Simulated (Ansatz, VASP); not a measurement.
## ZrC (ZrC strained to the junction's net): VASP beside Ansatz

Aim: how closely do two programs agree when they are given the same cell, functional and k mesh? The cell is generated by rule, not measured, and may not be a known phase. The structure shown is the end of the Ansatz relaxation below.

Main program and level: Ansatz 0.2.0; plane waves, with VASP 6.6.1 beside it; single point at PBE.

## Step 1: Starting point

It takes space group R-3m (No. 166, trigonal). The conventional cell has a = 3.230 Å, b = 3.230 Å, c = 8.296 Å, α = 90.00°, β = 90.00°, γ = 120.00°. Zr has 6 C at 2.32 Å nearest. Nearest to C lie 6 Zr at 2.32 Å. Farther neighbours are not listed.

## Step 2: Ansatz: relaxation, PBE

Ansatz runs on its default PAW (the set named soft_2) files.

This run makes the geometry at which the two programs are then compared.

input.yaml reads:

```yaml
crystal:
  lattice:
    - [3.23, 0.0, 0.0]
    - [-1.615, 2.7972620542, 0.0]
    - [0.0, 0.0, 8.3302345078]
  atoms:
    - { symbol: Zr, position: [0.0, 0.0, 0.0] }
    - { symbol: C, position: [0.3333333333, 0.6666666667, 0.1666666667] }
    - { symbol: Zr, position: [0.6666666667, 0.3333333333, 0.3333333333] }
    - { symbol: C, position: [0.0, 0.0, 0.5] }
    - { symbol: Zr, position: [0.3333333333, 0.6666666667, 0.6666666667] }
    - { symbol: C, position: [0.6666666667, 0.3333333333, 0.8333333333] }
kpoints:
  mp_grid: { grid: [12, 12, 4] }
scf:
  occupations: { method: fermi_dirac, width: 0.1 }
  max_iter: 150
hamiltonian:
  xc: pbe
relax:
  f_tol: 0.01
  max_steps: 40
  cell: { fix: [a, b, angles] }
```

The run is started by

```
> ansatz run input.yaml --threads 4 --pin off --max-ram 10240MiB --backend cpu --events-out ev --progress --plain --runs-dir out
```

Numbers of over 12 decimals in the logs are rounded to 6 here.

The program printed:

```text
Engine: ansatz 0.2.0, aarch64-unknown-linux-gnu
Pseudopotentials: kind: paw
Pseudopotential: Zr, paw, valence charge 12, recommended cutoff 420 eV (normal), Zr.paw.azcp
Pseudopotential: C, paw, valence charge 4, recommended cutoff 420 eV (normal), C.paw.azcp
Functional definition: PBE
  parameter kappa = 0.804
  parameter beta = 0.066725
  exchange = pbe_x(kappa = kappa, mu = beta*pi^2/3)
  correlation = pbe_c(beta = beta)
Crystal: 6 atoms, lattice volume = 75.265 Å³
Basis set: ecut = 420 eV, 1491 PW (Γ), exchange–correlation on 48×48×120 points (8 copies of the dense FFT grid, shifted against one another)
Bands: 30, of which v1, the nominal top of the filled ones, is band 24 counted from 1 (23 counted from 0)
Symmetry: 36 space group operations
Space group: R-3m (ITA 166), of the structure as read, at distance tolerance 4.2e-5 Å
k-points: 69 of 576
Non-local potential: Zr, projectors of the file, l = 0: 3, l = 1: 2, l = 2: 2, l = 3: 2
Non-local potential: C, projectors of the file, l = 0: 2, l = 1: 2, l = 2: 1
PAW form: soft (Blöchl's): semilocal exchange-correlation on the pseudo side does not see the compensation charge
PAW one-centre angular grid: Zr, 590 points (default); XC on 64 Gauss nodes
PAW one-centre angular grid: C, 110 points (default); XC on 64 Gauss nodes
Initial density: superposition of atomic densities (neutral atoms: chi_scale 0, normalization atom), corrected by the library's trained network
Initial wavefunctions: pseudopotential atomic-orbital guess
Functional: x = pbe(κ = 0.804, μ = 0.219515), c = pbe(β = 0.066725)
SCF iter   1: F=—  HF=-13309.277992 eV  |F-HF|=—  |Δ(HF+E_count)|=         —  Δρ=1.09e-3  dr2=4.09e-4  ethr=1.77e-3  ⟨swp⟩=4.3  Hψ=8037  notcnv=0
preconditioner: auto → Kerker (q_TF=auto, 2.531 Å⁻¹)  [metal: Δε(μ)=0.058 eV  Ē_g=16.695 eV  σ=0.100 eV  W_gap=0.14  n_scr=24 (ndim 8)  ℏωp=27.7 eV  f_vac=0.000  D(μ)=0.89/eV (n_scr^D=2)]
SCF iter   2: F=—  HF=-13309.276359 eV  |F-HF|=—  |Δ(HF+E_count)|=   1.63e-3  Δρ=6.18e-4  dr2=1.57e-4  ethr=8.52e-7  ⟨swp⟩=2.1  Hψ=4083  notcnv=0
SCF iter   3: F=—  HF=-13309.276411 eV  |F-HF|=—  |Δ(HF+E_count)|=   5.22e-5  Δρ=1.47e-4  dr2=1.06e-5  ethr=3.28e-7  ⟨swp⟩=2.2  Hψ=2923  notcnv=0
SCF iter   4: F=—  HF=-13309.276404 eV  |F-HF|=—  |Δ(HF+E_count)|=   6.99e-6  Δρ=7.34e-5  dr2=1.69e-6  ethr=2.21e-8  ⟨swp⟩=2.2  Hψ=2790  notcnv=0
SCF iter   5: F=—  HF=-13309.276404 eV  |F-HF|=—  |Δ(HF+E_count)|=   7.80e-8  Δρ=1.93e-5  dr2=2.78e-7  ethr=3.53e-9  ⟨swp⟩=2.5  Hψ=3725  notcnv=0
SCF iter   6: F=-13309.276404 eV  HF=-13309.276404 eV  |F-HF|=4.16e-9  |Δ(HF+E_count)|=   3.74e-8  Δρ=5.77e-6  dr2=1.16e-8  ethr=2.08e-10  ⟨swp⟩=4.0  Hψ=6498  notcnv=0
SCF 1 converged in 6 iterations: F = -13309.276404 eV  dr2 = 1.16e-8
  greatest PAW one-centre occupation: 0.996 electrons in one spin orbital (limit 2), on the Zr atom at site 4 (counted from 0), in its partial waves of l = 0
relax step   1: F+E_penalty+E_count = -13309.27640367 eV  Δ(F+E_penalty+E_count) = +0.000e0 eV  max|allowed force component| = 4.417e-26 eV/Å  Δτ_max = 0.0000 Å  P = +9.536 GPa  Ω = 75.265 Å³  fix = [a, b, alpha, beta, gamma]  reactions: a +15.319, b +15.319 GPa  (6 SCF iters, dr2 threshold 1.00e-7 eV, accepted)
[...]
relax step   2: F+E_penalty+E_count = -13309.27485282 eV  Δ(F+E_penalty+E_count) = +1.551e-3 eV  max|allowed force component| = 7.083e-26 eV/Å  Δτ_max = 0.0000 Å  P = +12.316 GPa  Ω = 74.487 Å³  energy of the carried Pulay correction = +9.914e-4 eV  fix = [a, b, alpha, beta, gamma]  (4 SCF iters, dr2 threshold 6.00e-7 eV, rejected (line search))
[...]
relax step   3: F+E_penalty+E_count = -13309.27876848 eV  Δ(F+E_penalty+E_count) = -2.365e-3 eV  max|allowed force component| = 3.018e-28 eV/Å  Δτ_max = 0.0000 Å  P = +10.619 GPa  Ω = 74.957 Å³  energy of the carried Pulay correction = +3.907e-4 eV  fix = [a, b, alpha, beta, gamma]  reactions: a +15.938, b +15.938 GPa  (7 SCF iters, accepted)
[...]
relax step   4: F+E_penalty+E_count = -13309.27837746 eV  Δ(F+E_penalty+E_count) = +3.910e-4 eV  max|allowed force component| = 4.100e-28 eV/Å  Δτ_max = 0.0000 Å  P = +10.611 GPa  Ω = 74.957 Å³  fix = [a, b, alpha, beta, gamma]  reactions: a +15.934, b +15.934 GPa  stress off target by 3.47e-2 GPa on what of the cell is left free  SCF on the basis re-selected at this cell (its energy is not comparable with the rows above)  (4 SCF iters)
basis re-selected at this cell: Δ(F+E_penalty+E_count) = +3.910e-4 eV, ΔP = -0.007 GPa vs the last step (what re-selecting the basis moved, of the pressure what is left beyond the Pulay correction that the steps carried, after the strain that the cell walked since its last selection, with what the two solves' SCF thresholds leave and, on support functions, any second-order correction that the steps lacked; it is no m [...]
SCF converged after 4 iterations
Free energy (F): -13309.278377 eV
Harris-Foulkes:  -13309.278377 eV  (|F-HF|=0.00e0)
Internal energy: -13309.248212 eV  (E = F + TS)
E sigma→0 (E₀):  -13309.263295 eV
Entropy (-TS):   -0.030166 eV (-5.028 meV/atom)
Fermi energy:    15.549301 eV
--- Per-component energies (eV) ---
  E_band       = -112.998259
  E_kinetic    = 1275.924762
  E_local      = -1724.749736  (includes V_loc(G=0)·N_el)
  E_nonlocal   = 313.975612
  E_hartree    = 520.270514
  E_xc         = -636.874444
  E_vxc        = -761.780096  (∫ρ·V_xc dr)
  E_paw        = -9156.565040  (= ΣΔE_a)
  E_vpaw       = -256.909899  (= ΣTr[D̂ρ^β])
  E_aug_tail   = 0.000094  (compensation charges beyond the density's cutoff)
  E_ewald      = -3901.229974
  E_smearing   = -0.030166  (= −TS)
  E_closure    = 0.000000  (closes the sum)
  Σ components = -13309.278377   (vs F -13309.278377, Δ=0.00e0)
--- Forces (eV/Å), atoms counted from 1 ---
  atom   1  Zr     0.00000000    -0.00000000     0.00000000
  atom   2  C      0.00000000     0.00000000     0.00000000
  atom   3  Zr    -0.00000000     0.00000000     0.00000000
  atom   4  C      0.00000000     0.00000000     0.00000000
  atom   5  Zr     0.00000000     0.00000000     0.00000000
  atom   6  C      0.00000000     0.00000000    -0.00000000
  max |Σ_I F_I| component: 9.09e-28 eV/Å
--- Stress (GPa, compression-positive) ---
       15.934332      -0.000000       0.000000
       -0.000000      15.934332      -0.000000
        0.000000      -0.000000      -0.034660
  P = ⅓ Tr σ = 10.6113 GPa (106.113 kbar)
--- Relaxed structure (3 steps of the walk, 2 accepted, 1 SCFs on fresh bases) ---
  F+E_penalty+E_count = -13309.27837746 eV   max|allowed force component| = 4.100e-28 eV/Å   (the final SCF, on the basis selected at the relaxed cell)
  cell:  # Å, volume = 74.9573 Å³
    - [3.230000, 0, 0]
    - [-1.615000, 2.797262, 0]
    - [0, 0, 8.296180]
  atoms:
    - { symbol: Zr, position: [0, 0, 0] }
    - { symbol: C, position: [0.333333, 0.666667, 0.166667] }
    - { symbol: Zr, position: [0.666667, 0.333333, 0.333333] }
    - { symbol: C, position: [0, 0, 0.500000] }
    - { symbol: Zr, position: [0.333333, 0.666667, 0.666667] }
    - { symbol: C, position: [0.666667, 0.333333, 0.833333] }
```

## Step 3: VASP: single point, PBE

The same cell, functional, mesh and smearing now go to VASP, with its own data sets.

Lines of VASP's logs that name or quote its potential files are left out, and so is its time.

INCAR reads:

```
SYSTEM = ZrC
PREC = Accurate
ENCUT = 600
EDIFF = 1E-06
NELM = 120
ISMEAR = -1
SIGMA = 0.1
LREAL = .FALSE.
ALGO = Normal
GGA = PE
NBANDS = 30
LASPH = .TRUE.
LORBIT = 11
LWAVE = .FALSE.
LCHARG = .FALSE.
ISIF = 2
GGA_COMPAT = .FALSE.
KPAR = 2
```

POSCAR reads:

```
ZrC
1.0
    3.2300000000      0.0000000000      0.0000000000
   -1.6150000000      2.7972620542      0.0000000000
    0.0000000000      0.0000000000      8.2961797310
Zr C
3 3
Direct
    0.0000000000      0.0000000000      0.0000000000
    0.6666666667      0.3333333333      0.3333333333
    0.3333333333      0.6666666667      0.6666666667
    0.3333333333      0.6666666667      0.1666666667
    0.0000000000      0.0000000000      0.5000000000
    0.6666666667      0.3333333333      0.8333333333
```

KPOINTS reads:

```
Automatic mesh
0
Gamma
12 12 4
0 0 0
```

Potentials, in the order of the species: Zr_sv and C (PBE family, release 64).

The run is started by

```
> mpirun -np 2 vasp_std
```

The program printed:

```text
[banner, memory and clock lines left out]
running    2 mpi-ranks, on    1 nodes
 distrk:  each k-point on    1 cores,    2 groups
 distr:  one band on    1 cores,    1 groups

 POSCAR found type information on POSCAR ZrC
 POSCAR found :  2 types and       6 ions
 LDA part: xc-table for (Slater+PW92), standard interpolation
 POSCAR, INCAR and KPOINTS ok, starting setup
 FFT: planning ... GRIDC
 FFT: planning ... GRID_SOFT
 FFT: planning ... GRID
 WAVECAR not read
 entering main loop
       N       E                     dE             d eps       ncg     rms          rms(c)
DAV:   1     0.474238076821E+03    0.47424E+03   -0.28239E+04  4140   0.181E+03
DAV:   2    -0.262190924402E+02   -0.50046E+03   -0.48222E+03  4882   0.467E+02
DAV:   3    -0.661673326295E+02   -0.39948E+02   -0.38727E+02  6780   0.107E+02
DAV:   4    -0.683408764238E+02   -0.21735E+01   -0.21705E+01  5974   0.224E+01
DAV:   5    -0.684008295593E+02   -0.59953E-01   -0.59945E-01  5832   0.367E+00    0.380E+01
DAV:   6    -0.583164760154E+02    0.10084E+02   -0.63292E+01  4698   0.342E+01    0.159E+01
DAV:   7    -0.581670106337E+02    0.14947E+00   -0.45648E+00  6190   0.925E+00    0.933E+00
DAV:   8    -0.581798601441E+02   -0.12850E-01   -0.28715E-01  5380   0.319E+00    0.912E-01
DAV:   9    -0.581728479120E+02    0.70122E-02   -0.95390E-02  5594   0.112E+00    0.573E-01
DAV:  10    -0.581727013780E+02    0.14653E-03   -0.10074E-02  5268   0.696E-01    0.222E-01
DAV:  11    -0.581727220844E+02   -0.20706E-04   -0.50782E-04  6120   0.142E-01    0.612E-02
DAV:  12    -0.581727064936E+02    0.15591E-04   -0.39553E-05  5062   0.513E-02    0.174E-02
DAV:  13    -0.581727079750E+02   -0.14814E-05   -0.88155E-06  5490   0.206E-02    0.141E-03
DAV:  14    -0.581727078209E+02    0.15415E-06   -0.25435E-07  3198   0.329E-03
   1 F= -.58172708E+02 E0= -.58157608E+02  d E =-.301991E-01
```

Parts of OUTCAR (step 3):

```text
ion  position               nearest neighbor table
   1  0.000  0.000  0.000-   4 2.32   6 2.32   4 2.32   6 2.32   6 2.32   4 2.32   2 3.34   3 3.34
                             3 3.34   2 3.34   3 3.34   2 3.34
   2  0.667  0.333  0.333-   4 2.32   4 2.32   4 2.32   5 2.32   5 2.32   5 2.32   1 3.34   1 3.34
                             1 3.34   3 3.34   3 3.34   3 3.34
   3  0.333  0.667  0.667-   6 2.32   6 2.32   6 2.32   5 2.32   5 2.32   5 2.32   1 3.34   1 3.34
                             1 3.34   2 3.34   2 3.34   2 3.34
   4  0.333  0.667  0.167-   2 2.32   2 2.32   2 2.32   1 2.32   1 2.32   1 2.32
   5  0.000  0.000  0.500-   2 2.32   3 2.32   3 2.32   2 2.32   2 2.32   3 2.32
   6  0.667  0.333  0.833-   3 2.32   3 2.32   3 2.32   1 2.32   1 2.32   1 2.32

  LATTYP: Found a hexagonal cell.
 ALAT       =     3.2300000000
 C/A-ratio  =     2.5684766969

 Subroutine GETGRP returns: Found 12 space group operations
 (whereof 12 operations were pure point group operations)

The static configuration has the point symmetry D_3d.

 Found     69 irreducible k-points:

   k-points           NKPTS =     69   k-points in BZ     NKDIM =     69   number of bands    NBANDS=     30

   dimension x,y,z NGX =    28 NGY =   28 NGZ =   70
   dimension x,y,z NGXF=    56 NGYF=   56 NGZF=  140

   ENCUT  =  600.0 eV  44.10 Ry    6.64 a.u.   6.45  6.45 16.57*2*pi/ulx,y,z

   NELECT =      48.0000    total number of electrons

 k-points in reciprocal lattice and weights: Automatic mesh
   0.00000000  0.00000000  0.00000000       0.002
   0.08333333  0.00000000  0.00000000       0.010
   0.16666667  0.00000000  0.00000000       0.010
   0.25000000  0.00000000  0.00000000       0.010
   0.33333333  0.00000000  0.00000000       0.010
   0.41666667  0.00000000  0.00000000       0.010
   0.50000000  0.00000000  0.00000000       0.005
   0.08333333  0.08333333  0.00000000       0.010
   0.16666667  0.08333333  0.00000000       0.021
[...]
0.33333333  0.25000000  0.50000000       0.021
   0.33333333  0.33333333  0.50000000       0.003

 average (electrostatic) potential at core
       1 -72.6162       2 -72.6162       3 -72.6162       4 -43.5694       5 -43.5694
       6 -43.5694

 E-fermi :  10.0887

 k-point     1 :       0.0000    0.0000    0.0000
  band No.  band energies     occupation
    ...
     17       5.9365      2.00000
     18       7.7994      2.00000
     19       7.7994      2.00000
     20       7.7994      2.00000
     21       7.7994      2.00000
     22      10.7425      0.00289
     23      10.8059      0.00154
     24      11.1186      0.00007
     25      11.1186      0.00007
     26      11.3514      0.00001
    ...

 k-point     2 :       0.0833    0.0000    0.0000
  band No.  band energies     occupation
    ...
     19       7.6787      2.00000
     20       7.9562      2.00000
     21       8.0670      2.00000
     22       9.9594      1.56945
     23      10.1739      0.59825
     24      10.4695      0.04345
     25      10.9521      0.00036
     26      11.7709      0.00000
     27      11.8806      0.00000
     28      12.6311      0.00000
    ...

 k-point     3 :       0.1667    0.0000    0.0000
  band No.  band energies     occupation
    ...
     20       7.9255      2.00000
     21       8.4982      2.00000
     22       8.5670      2.00000
     23       9.2121      1.99969
     24       9.6567      1.97376
     25      11.1249      0.00006
     26      11.6730      0.00000
     27      12.3649      0.00000
     28      12.4757      0.00000
     29      13.1290      0.00000
    ...

  Total        7.5419126      7.5419126      0.0803058      0.0000000     -0.0000000     -0.0000000
  in kB      161.2049045    161.2049045      1.7164998      0.0000000     -0.0000000     -0.0000000
  external PRESSURE =     108.0421029 kB  Pullay stress =       0.0000000 kB

  energy-cutoff  :      600.00
  volume of cell :       74.96
      direct lattice vectors                 reciprocal lattice vectors
     3.230000000  0.000000000  0.000000000     0.309597523  0.178746213  0.000000000
    -1.615000000  2.797262054  0.000000000     0.000000000  0.357492427  0.000000000
     0.000000000  0.000000000  8.296179731     0.000000000  0.000000000  0.120537408

 POSITION                                       TOTAL-FORCE (eV/Angst)
 -----------------------------------------------------------------------------------
      0.00000      0.00000      0.00000         0.000000     -0.000000      0.000000
      1.61500      0.93242      2.76539        -0.000000     -0.000000      0.000000
     -0.00000      1.86484      5.53079        -0.000000      0.000000     -0.000000
     -0.00000      1.86484      1.38270         0.000000      0.000000      0.000000
      0.00000      0.00000      4.14809         0.000000     -0.000000      0.000000
      1.61500      0.93242      6.91348         0.000000     -0.000000      0.000000
 -----------------------------------------------------------------------------------
    total drift:                               -0.000000      0.000000      0.000000

  FREE ENERGIE OF THE ION-ELECTRON SYSTEM (eV)
  ---------------------------------------------------
  free  energy   TOTEN  =       -58.1727078209 eV

  energy  without entropy=      -58.1425087307  energy(sigma->0) =      -58.15760828

 total charge
# of ion       s       p       d       tot
------------------------------------------
    1        2.182   6.053   1.681   9.917
    2        2.182   6.053   1.681   9.917
    3        2.182   6.053   1.681   9.917
    4        0.890   1.495   0.000   2.385
    5        0.890   1.495   0.000   2.385
    6        0.890   1.495   0.000   2.385
--------------------------------------------------
tot          9.217  22.644   5.044  36.906

[... 3 further parts left out ...]
```

The run ends at a pressure of 10.80 GPa.

## Step 4: Comparison

Known differences besides the potentials themselves: the cutoff is 420 eV in Ansatz and 600 eV in VASP; Ansatz's pressure holds a Pulay correction, VASP's none. Total energies have different zeros and are not compared.

Compared:

```tsv
quantity	Ansatz	VASP	difference
pressure (GPa)	10.61	10.80	-0.19
```

## Step 5: Outcome

```json
{
  "difference in pressure (single point, PBE)": "-0.19 GPa"
}
```

What this shows: The difference in pressure is -0.19 GPa (single point, PBE), within the 1 GPa picked in this series as the mark of a large difference. Such differences can come from data sets, numerical settings and the points named under the comparisons, not from the functional's error against experiment.

[Lines on the potential files, build, host, timing and source positions are cut from VASP's logs without a mark.]

[Logs are printed without paths, hosts, clocks, repeated set-up lines and the standing remarks that a program may print on its own settings, such as how far it seeks lower states.]

[Hosts, paths, dates, database ids (printed as entryN), source tags and the programs' standing remarks are cut or masked in the printed files.]
